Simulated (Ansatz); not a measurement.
# Cs8HCl8: the cost of one run

Program: Ansatz 0.2.0. Level of theory: DFT PBE+D3(BJ), plane waves, PAW, scalar-relativistic, collinear spin. These are calculated values, not measurements.

## Step 1: The structure to begin with

The cell holds 17 atoms (Cl8Cs8H): a = 8.287 Å, b = 8.287 Å, c = 8.287 Å, α = 90.00°, β = 90.00°, γ = 90.00°.

As a file:

```xyz
17
Lattice="8.2874 0.0000 0.0000 0.0000 8.2874 0.0000 0.0000 0.0000 8.2874" Properties=species:S:1:pos:R:3 pbc="T T T"
Cs    0.0000    0.0000    0.0000
Cl    2.0718    2.0718    2.0718
Cs    0.0000    0.0000    4.1437
Cl    2.0718    2.0718    6.2155
Cs    0.0000    4.1437    0.0000
Cl    2.0718    6.2155    2.0718
Cs    0.0000    4.1437    4.1437
Cl    2.0718    6.2155    6.2155
Cs    4.1437    0.0000    0.0000
Cl    6.2155    2.0718    2.0718
Cs    4.1437    0.0000    4.1437
Cl    6.2155    2.0718    6.2155
Cs    4.1437    4.1437    0.0000
Cl    6.2155    6.2155    2.0718
Cs    4.1437    4.1437    4.1437
Cl    6.2155    6.2155    6.2155
H     3.0547    6.1948    4.1021
```

## Step 2: Relaxing the start

input.yaml

```yaml
crystal:
  lattice:
    - [8.287397, 0.0, 0.0]
    - [0.0, 8.287397, 0.0]
    - [0.0, 0.0, 8.287397]
  atoms:
    - { symbol: Cs, position: [0.0, 0.0, 0.0] }
    - { symbol: Cl, position: [0.25, 0.25, 0.25] }
    - { symbol: Cs, position: [0.0, 0.0, 0.5] }
    - { symbol: Cl, position: [0.25, 0.25, 0.75] }
    - { symbol: Cs, position: [0.0, 0.5, 0.0] }
    - { symbol: Cl, position: [0.25, 0.75, 0.25] }
    - { symbol: Cs, position: [0.0, 0.5, 0.5] }
    - { symbol: Cl, position: [0.25, 0.75, 0.75] }
    - { symbol: Cs, position: [0.5, 0.0, 0.0] }
    - { symbol: Cl, position: [0.75, 0.25, 0.25] }
    - { symbol: Cs, position: [0.5, 0.0, 0.5] }
    - { symbol: Cl, position: [0.75, 0.25, 0.75] }
    - { symbol: Cs, position: [0.5, 0.5, 0.0] }
    - { symbol: Cl, position: [0.75, 0.75, 0.25] }
    - { symbol: Cs, position: [0.5, 0.5, 0.5] }
    - { symbol: Cl, position: [0.75, 0.75, 0.75] }
    - { symbol: H, position: [0.3685908, 0.7474907, 0.4949803], spin: 1.0 }
magnetization:
  spin_polarized: true
basis:
  ecutwfc: 420.0
kpoints:
  mp_grid: { grid: [1, 1, 1] }
hamiltonian:
  xc: pbe
  dispersion: d3bj
scf:
  occupations: { method: fermi_dirac, width: 0.05 }
  lower_state_search: "off"
relax:
  f_tol: 0.08
  max_steps: 25
  adjacent_minimum: "off"
```

Started as:

```sh
$ ansatz run input.yaml --threads 2 --pin off --max-ram 5120MiB --backend cpu --events-out ev --progress --plain --runs-dir out
```

What time and memory should one allow on 2 threads of Arm Neoverse V2, shared host?

About 26 s, with a peak of 0.67 GiB.
